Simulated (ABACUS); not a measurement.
HfN: equation of state with PBE

HfN:

```xyz
2
Lattice="0.0000 2.2560 2.2560 2.2560 0.0000 2.2560 2.2560 2.2560 0.0000" Properties=species:S:1:pos:R:3 pbc="T T T"
Hf    0.0000    0.0000    0.0000
N     2.2560    2.2560    2.2560
```

```json
{"Program": "ABACUS 3.10.1", "Task": "equation of state", "Functional": "PBE", "Potentials or basis": "PseudoDojo NC SR 0.4.1 PBE standard", "Cutoff": "1361 eV", "Density cutoff": "5442 eV", "Basis": "DZP LCAO (the cutoffs set its grid)", "k mesh": "10 × 10 × 10", "Occupations": "fermi-dirac, width 0.05 eV", "Spin": "no spin polarisation"}
```

```yaml
Equilibrium_volume: 11.77 Å³/atom
Bulk_modulus: 264 GPa
Pressure_derivative_of_the_bulk_modulus: 4.4
```

Energy against volume, from the lowest point:
```
volume (Å³/atom)  energy (meV/atom)
          10.793              77.50
          11.023              43.51
          11.252              19.95
          11.482               5.76
          11.712               0.00
          11.941               1.83
          12.171              10.52
```

All runs of the series together: 54 s on 4 threads of Intel(R) Xeon(R) CPU @ 2.60GHz (Ice Lake) (shared host).

Caveat: the atomic orbitals were generated for these runs and aren't a published set; the basis of atomic orbitals isn't converged, which shifts pressures, moduli and gaps. PBE usually gives volumes a little too large and moduli too small.
